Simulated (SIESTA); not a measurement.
# MnS under changes of volume

One of the cells (21.464 Å³/atom); the others are scaled copies at fixed shape and fractional positions:

```
Mn S
1.0
     3.95358    0.00000    0.00000
    -1.97679    3.42390    0.00000
     0.00000    0.00000    6.34253
Mn S
2 2
Direct
  0.66667 0.33333 0.49884
  0.33333 0.66667 0.99884
  0.33333 0.66667 0.62615
  0.66667 0.33333 0.12615
```

The cell is a database's computed one.

* Program: SIESTA 5.4.2
* Functional: LDA
* Potentials or basis: PseudoDojo 0.4 standard (LDA files)
* Basis: DZP (energy shift 0.003 Ry; two zetas on semicore shells)
* Grid cutoff: 800 Ry
* Energy shift: 0.003 Ry
* k mesh: 6 × 6 × 3
* Occupations: fermi-dirac, width 0.05 eV
* Spin: collinear spin, ferromagnetic start
* Starting moments: [4.0, 4.0, 0.0, 0.0] μB

```csv
volume (Å³/atom),energy over the lowest point (meV/atom),pressure (GPa),moment (μB per cell),largest force (eV/Å)
20.176,0.00,-0.9,9.28,0.307
20.606,2.55,-1.7,9.44,0.309
21.035,8.15,-2.7,9.55,0.285
21.464,16.22,-3.6,9.63,0.260
21.893,27.25,-4.6,9.69,0.240
22.323,40.43,-5.3,9.78,0.225
22.752,?,?,?,?
```

**Question.** What does the run at 22.752 Å³/atom give?

**Answer.** Energy over the lowest point 54.91 meV/atom; pressure -5.9 GPa; moment 9.86 μB per cell; largest force 0.210 eV/Å.

Worked out: A Birch-Murnaghan fit of order 3 (a polynomial in V^(-2/3)) to the other rows has its minimum at 20.04 Å³/atom, just outside them, with B0 = V·E''(V) = 56 GPa (rough, since the energies scatter) at fixed shape and positions, which overstates the stiffness. It gives 55.95 meV/atom at 22.752 Å³/atom, against the run's 54.91, and -dE/dV = -6.2 GPa, against -5.9. A parabola through the other rows of the moment, of slope 0.0616 μB per Å³/atom there, extrapolates to 9.80 μB, against the run's 9.86.

Energies are extrapolated to zero smearing.

Caveats: short orbitals over semicore shells can move pressures by several GPa; the basis of atomic orbitals isn't converged, which shifts pressures, moduli and gaps; only a ferromagnetic start was run, and an antiferromagnetic order may lie lower in energy.
